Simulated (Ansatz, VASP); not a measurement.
# Two plane-wave programs on Mg

The input INCAR:

```
SYSTEM = Mg
PREC = Accurate
ENCUT = 520
EDIFF = 1E-7
ISMEAR = 0
SIGMA = 0.1
LREAL = .False.
LASPH = .True.
NELM = 60
ALGO = Fast
ISIF = 2
LWAVE = .False.
LCHARG = .False.
GGA = PE
NBANDS = 12
```

KPOINTS

```
Automatic mesh
0
Gamma
  6 6 2
  0 0 0
```

The input POSCAR:

```
Mg
1.0
    3.1768261656      0.0000000000      0.0000000000
   -1.5884130828      2.7512121628      0.0000000000
    0.0000000000      0.0000000000     10.3188620100
Mg
4
Direct
    0.0000000000      0.0000000000      0.0000000000
    0.3333333300      0.6666666700      0.2500000000
    0.0000000000      0.0000000000      0.5000000000
    0.6666666700      0.3333333300      0.7500000000
```

Input for Ansatz:

```yaml
crystal:
  lattice:
    - [3.1768261656, 0.0, 0.0]
    - [-1.5884130828, 2.7512121628, 0.0]
    - [0.0, 0.0, 10.31886201]
  atoms:
    - { symbol: Mg, position: [0.0, 0.0, 0.0] }
    - { symbol: Mg, position: [0.33333333, 0.66666667, 0.25] }
    - { symbol: Mg, position: [0.0, 0.0, 0.5] }
    - { symbol: Mg, position: [0.66666667, 0.33333333, 0.75] }
basis:
  ecutwfc: 420
kpoints:
  mp_grid: { grid: [6, 6, 2] }
hamiltonian:
  xc: pbe
scf:
  occupations: { method: gaussian, width: 0.1 }
  lower_state_search: "off"
output:
  forces: true
  stress: true
  eigenvalues: true
```

Alike in both runs: task single point; functional PBE; k mesh 6 × 6 × 2; occupations gaussian, width 0.1 eV; no spin polarisation.

```csv
,VASP,Ansatz
version,VASP 6.6.1,Ansatz 0.2.0
potentials or method,"VASP PAW PBE potentials, release 64 (Mg)","scalar-relativistic, plane waves, PAW"
plane-wave cutoff (eV),520,420
valence electrons in the cell,8,40
```

|  | VASP | Ansatz | Ansatz less VASP |
| --- | --- | --- | --- |
| gap on the k mesh at the Fermi level (eV) | none | none | - |
| pressure (GPa) | 0.6 | 0.7 | +0.13 |
| largest component of the traceless stress (GPa) | 0.69 | 0.68 | -0.003 |

A gap of «none» marks a metal or a gap that the smearing closes. The functional is the same, so the differences come from potentials, cutoffs and numerics. The two sets of potentials don't hold the same shells in valence.

Caveats: the k mesh is coarse (spacing up to 0.38 Å⁻¹), so the values aren't converged.
